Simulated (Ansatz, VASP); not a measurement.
## One calculation of Mg3Se, two programs

File INCAR:

```
SYSTEM = Mg3Se
  ALGO = Normal
  EDIFF = 1E-6
  ENCUT = 520
  GGA = PE
  ISIF = 2
  ISMEAR = 0
  LASPH = .True.
  LCHARG = .False.
  LREAL = .False.
  LWAVE = .False.
  NBANDS = 22
  NELM = 60
  PREC = Accurate
  SIGMA = 0.2
```

The input KPOINTS:

```
k-points
0
Gamma
  6 6 4
  0 0 0
```

The input POSCAR:

```
Mg3Se
1.0
    4.4588678581      0.0000000000      0.0000000000
    0.0000000000      4.4588678581      0.0000000000
    0.0000000000      0.0000000000      8.9293468017
Mg Se
6 2
Direct
    0.0000000000      0.5000000000      0.0000000000
    0.0000000000      0.5000000000      0.5000000000
    0.5000000000      0.0000000000      0.0000000000
    0.5000000000      0.0000000000      0.5000000000
    0.5000000000      0.5000000000      0.2500000000
    0.5000000000      0.5000000000      0.7500000000
    0.0000000000      0.0000000000      0.2500000000
    0.0000000000      0.0000000000      0.7500000000
```

Input for Ansatz:

```yaml
crystal:
  lattice:
    - [4.4588678581, 0.0, 0.0]
    - [0.0, 4.4588678581, 0.0]
    - [0.0, 0.0, 8.9293468017]
  atoms:
    - { symbol: Mg, position: [0.0, 0.5, 0.0] }
    - { symbol: Mg, position: [0.0, 0.5, 0.5] }
    - { symbol: Mg, position: [0.5, 0.0, 0.0] }
    - { symbol: Mg, position: [0.5, 0.0, 0.5] }
    - { symbol: Mg, position: [0.5, 0.5, 0.25] }
    - { symbol: Mg, position: [0.5, 0.5, 0.75] }
    - { symbol: Se, position: [0.0, 0.0, 0.25] }
    - { symbol: Se, position: [0.0, 0.0, 0.75] }
basis:
  ecutwfc: 420
kpoints:
  mp_grid: { grid: [6, 6, 4] }
hamiltonian:
  xc: pbe
scf:
  occupations: { method: gaussian, width: 0.2 }
  lower_state_search: "off"
output:
  forces: true
  stress: true
  eigenvalues: true
```

Alike in both runs: task single point; functional PBE; k mesh 6 × 6 × 4; occupations gaussian, width 0.2 eV; no spin polarisation.

|  | VASP | Ansatz |
| --- | --- | --- |
| version | VASP 6.6.1 | Ansatz 0.2.0 |
| potentials or method | VASP PAW PBE potentials, release 64 (Mg, Se) | scalar-relativistic, plane waves, PAW |
| plane-wave cutoff (eV) | 520 | 420 |
| valence electrons in the cell | 24 | 92 |

```csv
,VASP,Ansatz,Ansatz less VASP
gap on the k mesh at the Fermi level (eV),none,none,-
pressure (GPa),0.0,0.1,+0.12
largest component of the traceless stress (GPa),0.07,0.07,-0.001
```

A gap of «none» marks a metal or a gap that the smearing closes. The two sets of potentials don't hold the same shells in valence.
